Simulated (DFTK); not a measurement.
## Sn in DFTK: convergence with smearing width

The system is Sn.

```
Sn
1.0
    -1.90981    1.87752    1.89104
     1.90119   -1.89624    1.90142
     1.90511    1.89157   -1.91005
Sn
1
Direct
  0.02154 0.02839 0.98742
```

The cell isn't the ideal one: cell strained at random.

* Program: DFTK 0.8.2
* Task: convergence study
* Functional: PBEsol
* Potentials or basis: PseudoDojo 0.4 stringent (PBEsol)
* Cutoff: 1388 eV
* k mesh: 4 × 4 × 4
* Occupations: fermi-dirac, width 0.5 eV
* Spin: no spin polarisation

These are the settings of the first run; the series varies smearing width, with any setting tied to it.

Hardware: 1 thread of AMD EPYC 9R45 96-Core Processor (Zen 5), with other jobs on the host.

Q: The values tried are 0.5 eV, 0.3 eV, 0.2 eV, 0.1 eV, 0.05 eV, 0.025 eV, 0.01 eV, loosest first. From which on does the pressure stay within 0.1 GPa of the tightest run that finished?

A: From 0.2 eV on.

| smearing width | energy less the tightest run, at zero smearing (meV/atom) | pressure (GPa) | SCF cycles |
| --- | --- | --- | --- |
| 0.5 eV | -76.97 | -1.06 | 11 |
| 0.3 eV | -60.69 | -1.80 | 11 |
| 0.2 eV | -41.81 | -1.93 | 10 |
| 0.1 eV | -17.81 | -1.95 | 10 |
| 0.05 eV | -6.13 | -1.96 | 10 |
| 0.025 eV | -1.33 | -1.97 | 11 |
| 0.01 eV | 0.00 | -1.99 | 11 |

Not settled before the last step: the energy (to 1 meV/atom). Narrower smearing needs a denser k mesh, so at a fixed mesh the narrowest width isn't the most accurate. The tightest run that finished is the yardstick and may itself not be fully converged.

Caveat, for the tightest run too: the k mesh is coarse (spacing up to 0.59 Å⁻¹), so the values aren't converged.
